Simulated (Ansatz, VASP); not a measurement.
Hf in VASP and in Ansatz

```xyz
1
Lattice="-1.7453 1.7453 1.7453 1.7453 -1.7453 1.7453 1.7453 1.7453 -1.7453" Properties=species:S:1:pos:R:3 pbc="T T T"
Hf    0.0000    0.0000    0.0000
```

Alike in both runs: functional PBEsol; k mesh 16 × 16 × 16; occupations gaussian, width 0.1 eV; no spin polarisation.

Ansatz relaxed the structure, and its values are those at the end. VASP's run is a single point on that final structure, the one shown.

|  | VASP | Ansatz |
| --- | --- | --- |
| version | VASP 6.6.1 | Ansatz 0.2.0 |
| potentials or method | VASP PAW PBE potentials, release 64 (Hf_pv) | scalar-relativistic, plane waves, PAW |
| plane-wave cutoff (eV) | 520 | 420 |
| valence electrons in the cell | 10 | 26 |

|  | VASP | Ansatz | Ansatz less VASP |
| --- | --- | --- | --- |
| gap on the k mesh at the Fermi level (eV) | none | none | - |
| pressure (GPa) | -0.2 | 0.0 | +0.22 |

A gap of «none» marks a metal or a gap that the smearing closes. The functional is the same, so the differences come from potentials, cutoffs and numerics. The two sets of potentials don't hold the same shells in valence.

Caveats: the PAW data sets were made with another functional, which shifts forces and pressure a little (VASP). The runs have no spin-orbit coupling, so splittings on Hf are missing.
